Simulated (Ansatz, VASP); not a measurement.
**Two plane-wave programs on Re**

The input INCAR:

```
PREC = Accurate ; ENCUT = 520
EDIFF = 1E-7 ; ISMEAR = -1
SIGMA = 0.2 ; LREAL = False
LASPH = True ; NELM = 60
ALGO = Normal ; ISIF = 2
LWAVE = False ; LCHARG = False
GGA = PE ; NBANDS = 14
```

Contents of KPOINTS:

```
regular mesh
0
Gamma
  13 13 7
```

Contents of POSCAR:

```
Re
1.0
    2.7768706464      0.0000000000      0.0000000000
   -1.3884353232      2.4048405228      0.0000000000
    0.0000000000      0.0000000000      4.4788142384
Re
2
Direct
    0.3333333333      0.6666666667      0.2500000000
    0.6666666667      0.3333333333      0.7500000000
```

Input for Ansatz:

```yaml
crystal:
  lattice:
    - [2.7768706464, 0.0, 0.0]
    - [-1.3884353232, 2.4048405228, 0.0]
    - [0.0, 0.0, 4.4788142384]
  atoms:
    - { symbol: Re, position: [0.3333333333, 0.6666666667, 0.25] }
    - { symbol: Re, position: [0.6666666667, 0.3333333333, 0.75] }
hamiltonian:
  xc: pbe
  pseudopotentials:
    kind: paw
    azcp:
      Re: "pseudopotentials/Re.paw.azcp"
basis:
  ecutwfc: 420
  fft_grid_basis: typed
kpoints:
  mp_grid: { grid: [13, 13, 7], shift: [0, 0, 0] }
magnetization:
  spin_polarized: false
scf:
  occupations: { method: fermi_dirac, width: 0.2 }
  lower_state_search: "off"
output:
  stress: true
```

Alike in both runs: task single point; functional PBE; k mesh 13 × 13 × 7; occupations fermi-dirac, width 0.2 eV; no spin polarisation.

```csv
,VASP,Ansatz
version,VASP 6.6.1,Ansatz 0.2.0
potentials or method,"VASP PAW PBE potentials, release 64 (Re)","plane waves (420 eV) with PAW, scalar-relativistic"
plane-wave cutoff (eV),520,420
valence electrons in the cell,14,30
```

|  | VASP | Ansatz | Ansatz less VASP |
| --- | --- | --- | --- |
| pressure (GPa) | 0.1 | 0.6 | +0.51 |
| largest component of the traceless stress (GPa) | 0.59 | 0.48 | -0.112 |

The functional is the same, so the differences come from potentials, cutoffs and numerics. The two sets of potentials don't hold the same shells in valence.

Spin-orbit coupling is left out, which matters for the levels of Re.
